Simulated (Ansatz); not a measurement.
All numbers below come from DFT PBE, scalar-relativistic, plane waves, PAW in Ansatz. Several structures of AlGa2As3 were relaxed, and the powder pattern of one of them was computed from 10° to 70° in 2θ (λ = 1.5406 Å; lines under 1 % are left out).

Cu Kα1 powder pattern (kinematic, no thermal factors).
| 2θ (°) | relative intensity |
| --- | --- |
| 17.83 | 2 |
| 25.32 | 3 |
| 26.88 | 100 |
| 26.89 | 33 |
| 31.14 | 4 |
| 37.26 | 2 |
| 44.61 | 48 |
| 44.62 | 48 |
| 45.58 | 1 |
| 52.85 | 15 |
| 52.86 | 29 |
| 52.87 | 15 |
| 64.93 | 15 |

Question: Which structure gives it?
A.

```cif
data_structure
_symmetry_space_group_name_H-M 'P3m1'
_symmetry_Int_Tables_number 156
_cell_length_a 4.0591
_cell_length_b 4.0591
_cell_length_c 9.9398
_cell_angle_alpha 90.000
_cell_angle_beta 90.000
_cell_angle_gamma 120.000
_cell_volume 141.83
loop_
_atom_site_label
_atom_site_type_symbol
_atom_site_symmetry_multiplicity
_atom_site_Wyckoff_symbol
_atom_site_fract_x
_atom_site_fract_y
_atom_site_fract_z
_atom_site_occupancy
Al1 Al 1 b 0.33333 0.66667 0.66716 1
Ga1 Ga 1 a 0.00000 0.00000 0.99977 1
Ga2 Ga 1 c 0.66667 0.33333 0.33327 1
As1 As 1 c 0.66667 0.33333 0.08335 1
As2 As 1 b 0.33333 0.66667 0.41740 1
As3 As 1 a 0.00000 0.00000 0.74904 1
```

B.

```cif
data_structure
_symmetry_space_group_name_H-M 'P-6m2'
_symmetry_Int_Tables_number 187
_cell_length_a 4.4455
_cell_length_b 4.4455
_cell_length_c 7.5883
_cell_angle_alpha 90.000
_cell_angle_beta 90.000
_cell_angle_gamma 120.000
_cell_volume 129.87
loop_
_atom_site_label
_atom_site_type_symbol
_atom_site_symmetry_multiplicity
_atom_site_Wyckoff_symbol
_atom_site_fract_x
_atom_site_fract_y
_atom_site_fract_z
_atom_site_occupancy
Al1 Al 1 e 0.66667 0.33333 0.00000 1
Ga1 Ga 2 h 0.33333 0.66667 0.25838 1
As1 As 1 f 0.66667 0.33333 0.50000 1
As2 As 1 a 0.00000 0.00000 0.00000 1
As3 As 1 b 0.00000 0.00000 0.50000 1
```

C.

```cif
data_structure
_symmetry_space_group_name_H-M 'P4/mmm'
_symmetry_Int_Tables_number 123
_cell_length_a 3.3718
_cell_length_b 3.3718
_cell_length_c 11.0479
_cell_angle_alpha 90.000
_cell_angle_beta 90.000
_cell_angle_gamma 90.000
_cell_volume 125.61
loop_
_atom_site_label
_atom_site_type_symbol
_atom_site_symmetry_multiplicity
_atom_site_Wyckoff_symbol
_atom_site_fract_x
_atom_site_fract_y
_atom_site_fract_z
_atom_site_occupancy
Al1 Al 1 c 0.50000 0.50000 0.00000 1
Ga1 Ga 2 h 0.50000 0.50000 0.34804 1
As1 As 2 g 0.00000 0.00000 0.88234 1
As2 As 1 b 0.00000 0.00000 0.50000 1
```

Answer: A. Its strongest line, at 2θ = 26.88°, has d = λ/(2 sin θ) = 3.314 Å and is the (1 0 1) reflection of the conventional P3m1 cell with a = 4.059 Å, c = 9.940 Å. The others have their strongest lines at 33.1° (B); 36.1° (C).

The cells needn't be stable.
